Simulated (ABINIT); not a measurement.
The system is Ti.

```xyz
2
Lattice="2.9500 0.0000 0.0000 -1.4750 2.5548 0.0000 0.0000 0.0000 4.6800" Properties=species:S:1:pos:R:3 pbc="T T T"
Ti    1.4750    0.8516    3.5100
Ti    0.0000    1.7032    1.1700
```

Base run:

```yaml
Program: ABINIT 10.8.3 (patched build)
Functional: LDA
Potentials_or_basis: JTH PAW PBE v2.0
Cutoff: 490 eV
k_mesh: 10 × 10 × 6
Occupations: fermi-dirac, width 0.05 eV
Spin: no spin polarisation
```

Its results: band gap on the k mesh none (metal or under the smearing width); pressure -9.5 GPa.

Question: After a change of settings the same cell gave: band gap on the k mesh none (metal or under the smearing width); pressure 1.7 GPa. Which change was it?
A. functional from LDA to RPBE
B. functional from LDA to SCAN
C. functional from LDA to PBEsol
D. functional from LDA to AM05

Answer: A.

RPBE binds less tightly than LDA, so the same cell stands under more pressure.

Caveats: the PAW data sets were made with another functional, which shifts forces and pressure a little.
